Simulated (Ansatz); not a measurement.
Wanted: the native input for an Ansatz 0.2.0 run.

```yaml
Task: relaxation of cell and atoms
Functional: HSE03
Potentials_or_basis: Ansatz PAW
Cutoff: "420 eV (not typed: the program's choice for these potentials)"
k_mesh: 6 × 6 × 6
Occupations: fermi-dirac, width 0.05 eV
Spin: no spin polarisation
```

The system is Nb.

```
Nb
1.0
     0.00000    2.11500    2.11500
     2.11500    0.00000    2.11500
     2.11500    2.11500    0.00000
Nb
1
Direct
  0.00000 0.00000 0.00000
```

This isn't the form of Nb at room conditions, which is bcc.

The input as run:

input

```
crystal:
  lattice:
    - [0.0, 2.115, 2.115]
    - [2.115, 0.0, 2.115]
    - [2.115, 2.115, 0.0]
  atoms:
    - { symbol: Nb, position: [0.0, 0.0, 0.0] }
hamiltonian:
  xc: { exchange: pbe, correlation: pbe, exx: { coeff: 0.25, omega: 0.3 } }
  pseudopotentials: { kind: paw }
kpoints:
  mp_grid: { grid: [6, 6, 6] }
scf:
  occupations: { method: fermi_dirac, width: 0.05 }
output:
  forces: true
  stress: true
  eigenvalues: true
  write_density: true
  write_potential: true
  elf: true
  volumetric_format: npy
relax:
  f_tol: 0.01
  max_steps: 40
  cell: { stress_tol: 0.05 }
```

Results of the run:

```json
{"Relaxed volume": "18.68 Å³/atom", "Relaxed cell": "a = 2.978 Å, b = 2.978 Å, c = 2.978 Å, α = 60.00°, β = 60.00°, γ = 60.00°", "Space group after relaxing (to 0.05 Å)": "Fm-3m (No. 225)", "Energy gained by relaxing": "1.7 meV/atom", "Ionic steps": "3", "Pressure after relaxing": "0.0 GPa", "Band gap on the k mesh": "none (metal or under the smearing width)"}
```

Caveat: the k mesh is coarse (spacing up to 0.43 Å⁻¹), so the values aren't converged, least of all with exact exchange; the plane-wave basis is chosen anew once the cell has moved, so the energies of steps on either side of that aren't comparable; the PAW data sets come from PBE, with cores solved anew for the run's functional, which leaves a small shift of forces and pressure.

Run time: 35 s on 1 × NVIDIA H100 80GB HBM3 with 2 threads of AMD EPYC 7R13 Processor (Zen 3), on a shared host, peak memory 1.5 GiB.
